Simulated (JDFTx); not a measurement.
A run of JDFTx 1.7.0 (patched build) is set up as follows.

File Zr.in:

```
lattice \
    3.2320000000    -1.6160000000     0.0000000000 \
    0.0000000000     2.7989941050     0.0000000000 \
    0.0000000000     0.0000000000     5.1470000000
latt-scale 1.889726124626 1.889726124626 1.889726124626
coords-type Lattice
ion Zr     0.6666666667     0.3333333333     0.7500000000 1
ion Zr     0.3333333333     0.6666666667     0.2500000000 1

ion-species pseudo/Zr.upf
elec-cutoff 35 280
elec-ex-corr lda-PW
kpoint-folding 9 9 5
elec-smearing Fermi 0.0018374661
elec-n-bands 18
electronic-SCF nIterations 100 energyDiffThreshold 1e-09
electronic-minimize nIterations 30 energyDiffThreshold 1e-7
converge-empty-states yes
forces-output-coords Cartesian

dump-name run.$VAR
dump End Ecomponents EigStats BandEigs Kpoints Forces Stress ElecDensity
```

Potentials or basis: PseudoDojo-SR-LDA-0.4.1-standard with smoothed tails.

The run is started by

```bash
$ jdftx -c 1 -i Zr.in -o Zr.out
```

Problem. Predict the pressure.

Solution. -6.0 GPa.

Problem. Estimate the band gap on the k mesh.

Solution. None (metal or under the smearing width).

Stress tensor (GPa, compression positive):
```
-6.29  0.00  0.00
 0.00 -6.29  0.00
 0.00  0.00 -5.42
```
